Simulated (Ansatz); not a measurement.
The cell is built from the rocksalt type as a first guess.

BP: DFT, PBE, PAW with Ansatz's default frozen-core files, scalar-relativistic (Ansatz 0.2.0).

The relaxation starts from this cell:

```xyz
2
Lattice="0.0000 2.2323 2.2323 2.2323 0.0000 2.2323 2.2323 2.2323 0.0000" Properties=species:S:1:pos:R:3 pbc="T T T"
B     0.0000    0.0000    0.0000
P     2.2323    2.2323    2.2323
```

Output:

```
Engine: ansatz 0.2.0
Pseudopotentials: kind: paw
Pseudopotential: B, paw, valence charge 3, recommended cutoff 420 eV (normal)
Pseudopotential: P, paw, valence charge 5, recommended cutoff 420 eV (normal)
Functional definition: PBE
  parameter kappa = 0.804
  parameter beta = 0.06672455060314922
  exchange = pbe_x(kappa = kappa, mu = beta*pi^2/3)
  correlation = pbe_c(beta = beta)
Crystal: 2 atoms, lattice volume = 22.247 Å³
Basis set: ecut = 420 eV, 411 PW (Γ), exchange–correlation on 48×48×48 points (8 copies of the dense FFT grid, shifted against one another)
Bands: 8, of which v1, the nominal top of the filled ones, is band 4 counted from 1 (3 counted from 0)
Symmetry: 48 space group operations
Space group: Fm-3m (ITA 225), of the structure as read, at distance tolerance 2.8e-5 Å
k-points: 145 of 4096
Non-local potential: B, projectors of the file, l = 0: 2, l = 1: 2, l = 2: 1
Non-local potential: P, projectors of the file, l = 0: 2, l = 1: 2, l = 2: 2
PAW form: soft (Blöchl's): semilocal exchange-correlation on the pseudo side does not see the compensation charge
PAW one-centre angular grid: B, 110 points (default); XC on 64 Gauss nodes
PAW one-centre angular grid: P, 110 points (default); XC on 64 Gauss nodes
Initial density: superposition of atomic densities (neutral atoms: chi_scale 0, normalization atom), corrected by the library's trained network
Initial wavefunctions: pseudopotential atomic-orbital guess
Functional: x = pbe(κ = 0.804, μ = 0.2195149727645171), c = pbe(β = 0.06672455060314922)
SCF iter   1: F=—  HF=-910.231322 eV  |F-HF|=—  |Δ(HF+E_count)|=         —  Δρ=2.23e-3  dr2=1.01e-3  ethr=1.77e-3  ⟨swp⟩=5.7  Hψ=9568  notcnv=0
preconditioner: auto → none  [metal: Δε(μ)=0.027 eV  Ē_g=11.941 eV  σ=0.050 eV  W_gap=0.14  n_scr=0 (ndim 8)  ℏωp=22.3 eV  f_vac=0.000  D(μ)=0.76/eV (n_scr^D=8)]
SCF iter   2: F=—  HF=-910.231264 eV  |F-HF|=—  |Δ(HF+E_count)|=   5.77e-5  Δρ=1.23e-3  dr2=3.23e-4  ethr=1.27e-5  ⟨swp⟩=2.1  Hψ=2687  notcnv=0
SCF iter   3: F=—  HF=-910.231224 eV  |F-HF|=—  |Δ(HF+E_count)|=   4.00e-5  Δρ=6.08e-4  dr2=3.18e-5  ethr=4.04e-6  ⟨swp⟩=1.9  Hψ=1527  notcnv=0
SCF iter   4: F=—  HF=-910.231276 eV  |F-HF|=—  |Δ(HF+E_count)|=   5.22e-5  Δρ=1.71e-4  dr2=9.33e-6  ethr=3.97e-7  ⟨swp⟩=2.1  Hψ=1738  notcnv=0
SCF iter   5: F=—  HF=-910.231274 eV  |F-HF|=—  |Δ(HF+E_count)|=   2.63e-6  Δρ=5.10e-5  dr2=8.26e-7  ethr=1.17e-7  ⟨swp⟩=1.5  Hψ=1344  notcnv=0
SCF iter   6: F=-910.231273 eV  HF=-910.231273 eV  |F-HF|=7.69e-11  |Δ(HF+E_count)|=   2.41e-7  Δρ=7.70e-7  dr2=1.42e-10  ethr=1.25e-9  ⟨swp⟩=5.7  Hψ=6023  notcnv=0
SCF 1 converged in 6 iterations: F = -910.231273 eV  dr2 = 1.42e-10
  greatest PAW one-centre occupation: 0.796 electrons in one spin orbital (limit 2), on the P atom at site 1 (counted from 0), in its partial waves of l = 0
relax step   1: F+E_penalty+E_count = -910.23127343 eV  Δ(F+E_penalty+E_count) = +0.000e0 eV  max|allowed force component| = 7.806e-31 eV/Å  Δτ_max = 0.0000 Å  P = -13.129 GPa  Ω = 22.247 Å³  (6 SCF iters, dr2 threshold 1.00e-7 eV, accepted)
Crystal: 2 atoms, lattice volume = 20.873 Å³
Initial density: handed on by an earlier stage of this run
Initial wavefunctions: those handed on with the density
iter 1 solved again at ethr=2.19e-4 eV; its pass at ethr=3.10e-3 eV (dr2=1.75e-2 eV) is discarded
SCF iter   1: F=—  HF=-910.318255 eV  |F-HF|=—  |Δ(HF+E_count)|=         —  Δρ=7.96e-3  dr2=1.73e-2  ethr=2.19e-4  ⟨swp⟩=1.0  Hψ=10893  notcnv=0
preconditioner: auto → none  [metal: Δε(μ)=0.006 eV  Ē_g=12.463 eV  σ=0.050 eV  W_gap=0.03  n_scr=0 (ndim 8)  ℏωp=23.0 eV  f_vac=0.000  D(μ)=0.67/eV (n_scr^D=0)]
SCF iter   2: F=—  HF=-910.313265 eV  |F-HF|=—  |Δ(HF+E_count)|=   4.99e-3  Δρ=2.10e-3  dr2=9.85e-4  ethr=2.16e-4  ⟨swp⟩=2.5  Hψ=2208  notcnv=0
SCF iter   3: F=—  HF=-910.313029 eV  |F-HF|=—  |Δ(HF+E_count)|=   2.37e-4  Δρ=8.70e-4  dr2=1.26e-4  ethr=1.23e-5  ⟨swp⟩=2.1  Hψ=1659  notcnv=0
SCF iter   4: F=—  HF=-910.313029 eV  |F-HF|=—  |Δ(HF+E_count)|=   1.68e-7  Δρ=1.37e-4  dr2=2.67e-6  ethr=1.57e-6  ⟨swp⟩=2.0  Hψ=1739  notcnv=0
SCF iter   5: F=-910.313030 eV  HF=-910.313030 eV  |F-HF|=7.57e-9  |Δ(HF+E_count)|=   9.28e-7  Δρ=8.54e-6  dr2=1.10e-8  ethr=2.50e-9  ⟨swp⟩=8.4  Hψ=5951  notcnv=0
SCF 2 converged in 5 iterations: F = -910.313030 eV  dr2 = 1.10e-8
  greatest PAW one-centre occupation: 0.794 electrons in one spin orbital (limit 2), on the P atom at site 1 (counted from 0), in its partial waves of l = 0
relax step   2: F+E_penalty+E_count = -910.31302963 eV  Δ(F+E_penalty+E_count) = -8.176e-2 eV  max|allowed force component| = 5.506e-31 eV/Å  Δτ_max = 0.0000 Å  P = -5.287 GPa  Ω = 20.873 Å³  energy of the carried Pulay correction = +8.978e-4 eV  (5 SCF iters, dr2 threshold 2.00e-7 eV, accepted)
Crystal: 2 atoms, lattice volume = 20.040 Å³
Basis set: ecut = 420 eV, 387 PW (Γ), exchange–correlation on 48×48×48 points (8 copies of the dense FFT grid, shifted against one another)
iter 1 solved again at ethr=9.85e-5 eV; its pass at ethr=3.10e-3 eV (dr2=7.88e-3 eV) is discarded
SCF iter   1: F=—  HF=-910.327840 eV  |F-HF|=—  |Δ(HF+E_count)|=         —  Δρ=5.54e-3  dr2=7.84e-3  ethr=9.85e-5  ⟨swp⟩=1.0  Hψ=10660  notcnv=0
preconditioner: auto → none  [metal: Δε(μ)=0.019 eV  Ē_g=12.819 eV  σ=0.050 eV  W_gap=0.09  n_scr=0 (ndim 8)  ℏωp=23.5 eV  f_vac=0.000  D(μ)=0.61/eV (n_scr^D=0)]
SCF iter   2: F=—  HF=-910.325521 eV  |F-HF|=—  |Δ(HF+E_count)|=   2.32e-3  Δρ=1.38e-3  dr2=3.77e-4  ethr=9.79e-5  ⟨swp⟩=2.5  Hψ=2201  notcnv=0
SCF iter   3: F=—  HF=-910.325434 eV  |F-HF|=—  |Δ(HF+E_count)|=   8.72e-5  Δρ=5.90e-4  dr2=5.37e-5  ethr=4.71e-6  ⟨swp⟩=2.1  Hψ=1664  notcnv=0
SCF iter   4: F=—  HF=-910.325433 eV  |F-HF|=—  |Δ(HF+E_count)|=   6.34e-7  Δρ=1.03e-4  dr2=1.47e-6  ethr=6.71e-7  ⟨swp⟩=2.0  Hψ=1736  notcnv=0
SCF iter   5: F=-910.325433 eV  HF=-910.325433 eV  |F-HF|=3.53e-9  |Δ(HF+E_count)|=   3.68e-7  Δρ=7.46e-6  dr2=8.22e-9  ethr=2.50e-9  ⟨swp⟩=8.0  Hψ=5905  notcnv=0
SCF 3 converged in 5 iterations: F = -910.325433 eV  dr2 = 8.22e-9
  greatest PAW one-centre occupation: 0.793 electrons in one spin orbital (limit 2), on the P atom at site 1 (counted from 0), in its partial waves of l = 0
relax step   3: F+E_penalty+E_count = -910.32543327 eV  Δ(F+E_penalty+E_count) = -1.240e-2 eV  max|allowed force component| = 1.315e-31 eV/Å  Δτ_max = 0.0000 Å  P = +0.962 GPa  Ω = 20.040 Å³  energy of the carried Pulay correction = +1.471e-3 eV  (5 SCF iters, dr2 threshold 2.00e-7 eV, accepted)
Crystal: 2 atoms, lattice volume = 20.164 Å³
iter 1 solved again at ethr=2.44e-6 eV; its pass at ethr=3.10e-3 eV (dr2=1.95e-4 eV) is discarded
SCF iter   1: F=—  HF=-910.325755 eV  |F-HF|=—  |Δ(HF+E_count)|=         —  Δρ=8.66e-4  dr2=1.94e-4  ethr=2.44e-6  ⟨swp⟩=1.0  Hψ=9737  notcnv=0
preconditioner: auto → none  [metal: Δε(μ)=0.013 eV  Ē_g=12.774 eV  σ=0.050 eV  W_gap=0.07  n_scr=0 (ndim 8)  ℏωp=23.4 eV  f_vac=0.000  D(μ)=0.63/eV (n_scr^D=0)]
SCF iter   2: F=—  HF=-910.325698 eV  |F-HF|=—  |Δ(HF+E_count)|=   5.67e-5  Δρ=2.14e-4  dr2=9.25e-6  ethr=2.42e-6  ⟨swp⟩=2.5  Hψ=1679  notcnv=0
SCF iter   3: F=—  HF=-910.325696 eV  |F-HF|=—  |Δ(HF+E_count)|=   2.20e-6  Δρ=9.09e-5  dr2=1.29e-6  ethr=1.16e-7  ⟨swp⟩=2.1  Hψ=1673  notcnv=0
SCF iter   4: F=-910.325696 eV  HF=-910.325696 eV  |F-HF|=6.65e-9  |Δ(HF+E_count)|=   3.10e-8  Δρ=1.50e-5  dr2=3.12e-8  ethr=2.50e-9  ⟨swp⟩=7.9  Hψ=5872  notcnv=0
SCF 4 converged in 4 iterations: F = -910.325696 eV  dr2 = 3.12e-8
relax step   4: F+E_penalty+E_count = -910.32569578 eV  Δ(F+E_penalty+E_count) = -2.625e-4 eV  max|allowed force component| = 1.068e-31 eV/Å  Δτ_max = 0.0000 Å  P = -0.054 GPa  Ω = 20.164 Å³  energy of the carried Pulay correction = +1.384e-3 eV  (4 SCF iters, dr2 threshold 2.00e-7 eV, accepted)
Crystal: 2 atoms, lattice volume = 20.157 Å³
iter 1 solved again at ethr=5.90e-9 eV; its pass at ethr=3.10e-3 eV (dr2=4.72e-7 eV) is discarded
SCF iter   1: F=—  HF=-910.325701 eV  |F-HF|=—  |Δ(HF+E_count)|=         —  Δρ=4.21e-5  dr2=4.69e-7  ethr=5.90e-9  ⟨swp⟩=1.0  Hψ=9760  notcnv=0
preconditioner: auto → none  [metal: Δε(μ)=0.013 eV  Ē_g=12.776 eV  σ=0.050 eV  W_gap=0.07  n_scr=0 (ndim 8)  ℏωp=23.4 eV  f_vac=0.000  D(μ)=0.63/eV (n_scr^D=0)]
SCF iter   2: F=—  HF=-910.325702 eV  |F-HF|=—  |Δ(HF+E_count)|=   2.33e-7  Δρ=7.87e-6  dr2=1.59e-8  ethr=5.87e-9  ⟨swp⟩=2.5  Hψ=1651  notcnv=0
SCF iter   3: F=-910.325702 eV  HF=-910.325702 eV  |F-HF|=3.85e-10  |Δ(HF+E_count)|=   5.49e-9  Δρ=2.02e-6  dr2=6.39e-10  ethr=9.19e-11  ⟨swp⟩=6.3  Hψ=4791  notcnv=0
SCF 5 converged in 3 iterations: F = -910.325702 eV  dr2 = 6.39e-10
relax step   5: F+E_penalty+E_count = -910.32570157 eV  Δ(F+E_penalty+E_count) = -5.787e-6 eV  max|allowed force component| = 1.578e-30 eV/Å  Δτ_max = 0.0000 Å  P = -0.001 GPa  Ω = 20.157 Å³  energy of the carried Pulay correction = +1.389e-3 eV  (3 SCF iters, dr2 threshold 7.35e-9 eV, accepted)
Initial wavefunctions: pseudopotential atomic-orbital guess (no wavefunctions were taken with the density)
iter 1 solved again at ethr=1.05e-6 eV; its pass at ethr=3.10e-3 eV (dr2=8.39e-5 eV) is discarded
SCF iter   1: F=—  HF=-910.324708 eV  |F-HF|=—  |Δ(HF+E_count)|=         —  Δρ=1.32e-4  dr2=3.75e-7  ethr=1.05e-6  ⟨swp⟩=2.2  Hψ=12529  notcnv=0
SCF iter   2: F=—  HF=-910.324711 eV  |F-HF|=—  |Δ(HF+E_count)|=   2.48e-6  Δρ=6.83e-5  dr2=1.09e-7  ethr=4.68e-9  ⟨swp⟩=2.3  Hψ=1740  notcnv=0
SCF iter   3: F=—  HF=-910.324711 eV  |F-HF|=—  |Δ(HF+E_count)|=   6.97e-7  Δρ=1.43e-5  dr2=2.22e-8  ethr=1.36e-9  ⟨swp⟩=2.1  Hψ=1703  notcnv=0
SCF iter   4: F=—  HF=-910.324711 eV  |F-HF|=—  |Δ(HF+E_count)|=   1.52e-8  Δρ=8.14e-7  dr2=4.84e-11  ethr=2.78e-10  ⟨swp⟩=2.6  Hψ=1732  notcnv=0
SCF iter   5: F=-910.324711 eV  HF=-910.324711 eV  |F-HF|=9.09e-13  |Δ(HF+E_count)|=  4.89e-11  Δρ=1.49e-7  dr2=1.49e-12  ethr=1.00e-12  ⟨swp⟩=5.2  Hψ=4395  notcnv=0
SCF 6 converged in 5 iterations: F = -910.324711 eV  dr2 = 1.49e-12
relax step   6: F+E_penalty+E_count = -910.32471123 eV  Δ(F+E_penalty+E_count) = +9.903e-4 eV  max|allowed force component| = 6.377e-30 eV/Å  Δτ_max = 0.0000 Å  P = -0.058 GPa  Ω = 20.157 Å³  stress off target by 5.84e-2 GPa  SCF on the basis re-selected at this cell (its energy is not comparable with the rows above)  (5 SCF iters)
basis re-selected at this cell: Δ(F+E_penalty+E_count) = +9.903e-4 eV, ΔP = -0.058 GPa vs the last step (what re-selecting the basis moved, of the pressure what is left beyond the Pulay correction that the steps carried, after the strain that the cell walked since its last selection, with what the two solves' SCF thresholds leave and, on support functions, any second-order correction that the steps lacked; it is no measure of the basis error at this ecutwfc). This SCF's stress stands 5.84e-2 GPa from its target on what of the cell is left free (relax.cell.stress_tol is 5.00e-2 GPa) and its largest allowed force component is 6.38e-30 eV/Å (relax.f_tol is 5.00e-3 eV/Å): not within both, so this SCF does not close the relaxation
Crystal: 2 atoms, lattice volume = 20.150 Å³
iter 1 solved again at ethr=8.30e-9 eV; its pass at ethr=3.10e-3 eV (dr2=6.64e-7 eV) is discarded
SCF iter   1: F=—  HF=-910.324718 eV  |F-HF|=—  |Δ(HF+E_count)|=         —  Δρ=5.06e-5  dr2=6.60e-7  ethr=8.30e-9  ⟨swp⟩=1.0  Hψ=9695  notcnv=0
preconditioner: auto → none  [metal: Δε(μ)=0.014 eV  Ē_g=12.779 eV  σ=0.050 eV  W_gap=0.07  n_scr=0 (ndim 8)  ℏωp=23.4 eV  f_vac=0.000  D(μ)=0.63/eV (n_scr^D=0)]
SCF iter   2: F=—  HF=-910.324718 eV  |F-HF|=—  |Δ(HF+E_count)|=   1.92e-7  Δρ=1.26e-5  dr2=3.18e-8  ethr=8.25e-9  ⟨swp⟩=2.5  Hψ=1682  notcnv=0
SCF iter   3: F=-910.324718 eV  HF=-910.324718 eV  |F-HF|=3.24e-10  |Δ(HF+E_count)|=   7.40e-9  Δρ=5.36e-6  dr2=4.51e-9  ethr=1.07e-10  ⟨swp⟩=6.4  Hψ=4810  notcnv=0
SCF 7 converged in 3 iterations: F = -910.324718 eV  dr2 = 4.51e-9
relax step   7: F+E_penalty+E_count = -910.32471815 eV  Δ(F+E_penalty+E_count) = -6.920e-6 eV  max|allowed force component| = 3.123e-31 eV/Å  Δτ_max = 0.0000 Å  P = +0.000 GPa  Ω = 20.150 Å³  energy of the carried Pulay correction = +5.605e-6 eV  (3 SCF iters, dr2 threshold 8.54e-9 eV, accepted)
iter 1 solved again at ethr=1.01e-6 eV; its pass at ethr=3.10e-3 eV (dr2=8.07e-5 eV) is discarded
SCF iter   1: F=—  HF=-910.324714 eV  |F-HF|=—  |Δ(HF+E_count)|=         —  Δρ=5.00e-6  dr2=3.38e-9  ethr=1.01e-6  ⟨swp⟩=2.2  Hψ=12479  notcnv=0
eigensolver tolerance schedule: the retry pair's looser diagonalisation over-reported the residual by 23885.46 of it (diagonalisation noise at an unbounded share of the residual, at the tolerance the schedule requests for it); recorded, not acted on — ethr = c·dr2/N_el stays at c = 1.0e-1
SCF iter   2: F=—  HF=-910.324714 eV  |F-HF|=—  |Δ(HF+E_count)|=   3.00e-7  Δρ=2.98e-6  dr2=1.45e-9  ethr=4.22e-11  ⟨swp⟩=2.9  Hψ=2052  notcnv=0
SCF iter   3: F=—  HF=-910.324714 eV  |F-HF|=—  |Δ(HF+E_count)|=  5.20e-10  Δρ=2.14e-6  dr2=1.23e-9  ethr=1.81e-11  ⟨swp⟩=2.1  Hψ=1715  notcnv=0
SCF iter   4: F=—  HF=-910.324714 eV  |F-HF|=—  |Δ(HF+E_count)|=  3.71e-10  Δρ=5.26e-7  dr2=6.60e-11  ethr=1.54e-11  ⟨swp⟩=2.0  Hψ=1591  notcnv=0
SCF iter   5: F=-910.324714 eV  HF=-910.324714 eV  |F-HF|=9.09e-13  |Δ(HF+E_count)|=  2.13e-11  Δρ=6.00e-8  dr2=3.57e-13  ethr=1.00e-12  ⟨swp⟩=5.2  Hψ=4330  notcnv=0
SCF 8 converged in 5 iterations: F = -910.324714 eV  dr2 = 3.57e-13
relax step   8: F+E_penalty+E_count = -910.32471395 eV  Δ(F+E_penalty+E_count) = +4.198e-6 eV  max|allowed force component| = 1.035e-30 eV/Å  Δτ_max = 0.0000 Å  P = +0.000 GPa  Ω = 20.150 Å³  stress off target by 3.19e-4 GPa  SCF on the basis re-selected at this cell (its energy is not comparable with the rows above)  (5 SCF iters)
basis re-selected at this cell: Δ(F+E_penalty+E_count) = +4.198e-6 eV, ΔP = -0.000 GPa vs the last step (what re-selecting the basis moved, of the pressure what is left beyond the Pulay correction that the steps carried, after the strain that the cell walked since its last selection, with what the two solves' SCF thresholds leave and, on support functions, any second-order correction that the steps lacked; it is no measure of the basis error at this ecutwfc). This SCF's stress stands 3.19e-4 GPa from its target on what of the cell is left free (relax.cell.stress_tol is 5.00e-2 GPa) and its largest allowed force component is 1.04e-30 eV/Å (relax.f_tol is 5.00e-3 eV/Å): within both
SCF converged after 5 iterations
Free energy (F): -910.324714 eV
Harris-Foulkes:  -910.324714 eV  (|F-HF|=9.09e-13)
Internal energy: -910.319483 eV  (E = F + TS)
E sigma→0 (E₀):  -910.322099 eV
Entropy (-TS):   -0.005231 eV (-2.615 meV/atom)
Fermi energy:    11.826242 eV
--- Per-component energies (eV) ---
  E_band       = 40.968241
  E_kinetic    = 119.077464
  E_local      = -23.318542  (includes V_loc(G=0)·N_el)
  E_nonlocal   = 45.223166
  E_hartree    = 4.972570
  E_xc         = -94.323338
  E_vxc        = -100.015337  (∫ρ·V_xc dr)
  E_paw        = -647.633903  (= ΣΔE_a)
  E_vpaw       = -9.943650  (= ΣTr[D̂ρ^β])
  E_aug_tail   = 0.000001  (compensation charges beyond the density's cutoff)
  E_ewald      = -314.316902
  E_smearing   = -0.005231  (= −TS)
  E_closure    = 0.000000  (closes the sum)
  Σ components = -910.324714   (vs F -910.324714, Δ=0.00e0)
--- Forces (eV/Å), atoms counted from 1 ---
  atom   1  B     -0.00000000    -0.00000000    -0.00000000
  atom   2  P      0.00000000    -0.00000000    -0.00000000
  max |Σ_I F_I| component: 1.35e-30 eV/Å
--- Stress (GPa, compression-positive) ---
        0.000319       0.000000       0.000000
        0.000000       0.000319       0.000000
        0.000000       0.000000       0.000319
  P = ⅓ Tr σ = 0.0003 GPa (0.003 kbar)
--- Band table (eV; the first three rows and the last of 145) ---
  k-point 0: bands = ["-5.0731", "11.8466", "11.8466", "11.8466", "18.3446", "19.6976", "19.6976", "19.6976"]
  k-point 1: bands = ["-4.9899", "11.2959", "11.8204", "11.8204", "18.4813", "19.7532", "19.7532", "19.8006"]
  k-point 2: bands = ["-4.7408", "9.9710", "11.7583", "11.7583", "18.3871", "18.4908", "18.4908", "20.0997"]
  k-point 144: bands = ["1.9695", "4.4060", "4.5087", "4.5087", "15.4020", "16.4845", "21.1301", "21.1301"]
--- Relaxed structure (6 steps of the walk, 6 accepted, 2 SCFs on fresh bases) ---
  F+E_penalty+E_count = -910.32471395 eV   max|allowed force component| = 1.035e-30 eV/Å   (the final SCF, on the basis selected at the relaxed cell)
  cell:  # Å, volume = 20.1498 Å³
    - [2.6117763723810715e-33, 2.159799718243577, 2.159799718243577]
    - [2.159799718243577, 2.1022389099274892e-33, 2.159799718243577]
    - [2.159799718243577, 2.159799718243577, 1.1974124277304634e-33]
  atoms:
    - { symbol: B, position: [-8.088398925288696e-36, 6.290976941888816e-36, 1.2581953883785321e-35] }
    - { symbol: P, position: [0.5, 0.5, 0.5] }
```
